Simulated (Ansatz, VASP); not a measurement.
## Two plane-wave programs on GaN

File POSCAR:

```
GaN
1.0
    0.0000000000      2.2489525415      2.2489525415
    2.2368081978      0.0000000000      2.2489525415
    2.2368081978      2.2489525415      0.0000000000
Ga N
1 1
Direct
    0.0000000000      0.0000000000      0.0000000000
    0.2500000000      0.2500000000      0.2500000000
```

Contents of INCAR.step1:

```
PREC     = Accurate       # precision mode
ENCUT    = 520            # plane-wave cutoff, eV
ISMEAR   = 0              # smearing method
SIGMA    = 0.01           # smearing width, eV
LREAL    = F              # projectors in reciprocal space
LASPH    = T              # aspherical terms in the spheres
NELM     = 60             # most SCF steps
NBANDS   = 16             # bands
GGA      = PE             # functional
ALGO     = Normal         # electronic algorithm
EDIFF    = 1E-4           # SCF threshold, eV
LWAVE    = T              # write WAVECAR
LCHARG   = F              # write CHGCAR
```

INCAR.step2

```
PREC     = Accurate       # precision mode
ENCUT    = 520            # plane-wave cutoff, eV
EDIFF    = 1E-6           # SCF threshold, eV
ISMEAR   = 0              # smearing method
SIGMA    = 0.01           # smearing width, eV
LREAL    = F              # projectors in reciprocal space
LASPH    = T              # aspherical terms in the spheres
NELM     = 60             # most SCF steps
ALGO     = Normal         # electronic algorithm
ISIF     = 2              # what is computed and relaxed
LWAVE    = F              # write WAVECAR
LCHARG   = F              # write CHGCAR
METAGGA  = R2SCAN         # meta-GGA
LMIXTAU  = T            
NBANDS   = 16             # bands
ISTART   = 1
```

File KPOINTS:

```
regular mesh
0
Gamma
  10 10 10
```

Input for Ansatz:

```yaml
crystal:
  lattice:
    - [0.0, 2.2489525415, 2.2489525415]
    - [2.2368081978, 0.0, 2.2489525415]
    - [2.2368081978, 2.2489525415, 0.0]
  atoms:
    - { symbol: Ga, position: [0.0, 0.0, 0.0] }
    - { symbol: "N", position: [0.25, 0.25, 0.25] }
kpoints:
  mp_grid: { grid: [10, 10, 10] }
  band_path:
    path:
      - [0.0, 0.0, 0.0]
      - [-0.5, -0.5, 0.0]
      - [-0.375, -0.375, 0.25]
      - [-0.375, 0.0, 0.375]
      - [0.0, 0.0, 0.5]
      - [-0.5, -0.25, 0.25]
    npoints: 1
hamiltonian:
  xc: r2scan
scf:
  occupations: { method: fixed }
  n_extra_bands: 4
output:
  forces: true
  stress: true
  eigenvalues: true
```

Change from the starting cell: uniaxial_x strain -0.5%.

Alike in both runs: task single point; functional r2SCAN; k mesh 10 × 10 × 10; no spin polarisation.

```csv
,VASP,Ansatz
version,VASP 6.6.1,Ansatz 0.2.0
potentials or method,"VASP PAW PBE potentials, release 64 (Ga_d, N)","plane waves, PAW"
plane-wave cutoff (eV),520,500
occupations,"gaussian, width 0.01 eV",fixed
valence electrons in the cell,18,18
```

```tsv
	VASP	Ansatz	Ansatz less VASP
gap on the k mesh at the Fermi level (eV)	2.18	2.19	+0.009
pressure (GPa)	2.2	1.1	-1.13
largest component of the traceless stress (GPa)	0.47	0.47	0.000
```

Caveats: the PAW data sets were made with another functional, which shifts forces and pressure a little (VASP).
